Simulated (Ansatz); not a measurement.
# Au under changes of volume

One of the cells (17.651 Å³/atom); the others are scaled copies at fixed shape and fractional positions:

```xyz
2
Lattice="1.4113 -2.5559 0.0000 1.4113 2.5559 0.0000 0.0000 0.0000 4.8932" Properties=species:S:1:pos:R:3 pbc="T T T"
Au    1.4113    0.8451    1.2233
Au    1.4113   -0.8451    3.6699
```

This isn't the form of Au at room conditions, which is fcc.

* Program: Ansatz 0.2.0
* Functional: PBE
* Potentials or basis: all-electron LAPW, scalar-relativistic
* Cutoff: 280 eV (chosen from the basis error)
* Basis error allowed: 0.0005 eV/atom
* k mesh: 11 × 11 × 6
* Occupations: fermi-dirac, width 0.05 eV
* Spin: no spin polarisation

| volume (Å³/atom) | energy over the lowest point (meV/atom) | pressure (GPa) | largest force (eV/Å) |
| --- | --- | --- | --- |
| 16.592 | 59.93 | 14.7 | 0.050 |
| 16.945 | 32.58 | 10.3 | 0.042 |
| 17.298 | 14.20 | 6.5 | 0.034 |
| 17.651 | ? | ? | ? |
| 18.004 | 0.00 | 0.2 | 0.018 |
| 18.357 | 2.33 | -2.3 | 0.011 |
| 18.710 | 9.91 | -4.5 | 0.005 |

Task: What does the run at 17.651 Å³/atom give?

Result: Energy over the lowest point 3.67 meV/atom; pressure 3.2 GPa; largest force 0.026 eV/Å.

Worked out: A Birch-Murnaghan fit of order 3 (a polynomial in V^(-2/3)) to the other rows has its minimum at 18.04 Å³/atom with B0 = V·E''(V) = 137 GPa and B' = 5.9 at fixed shape and positions, which overstates the stiffness. It gives 3.67 meV/atom at 17.651 Å³/atom, against the run's 3.67, and -dE/dV = 3.2 GPa, against 3.2.

Energies are extrapolated to zero smearing.
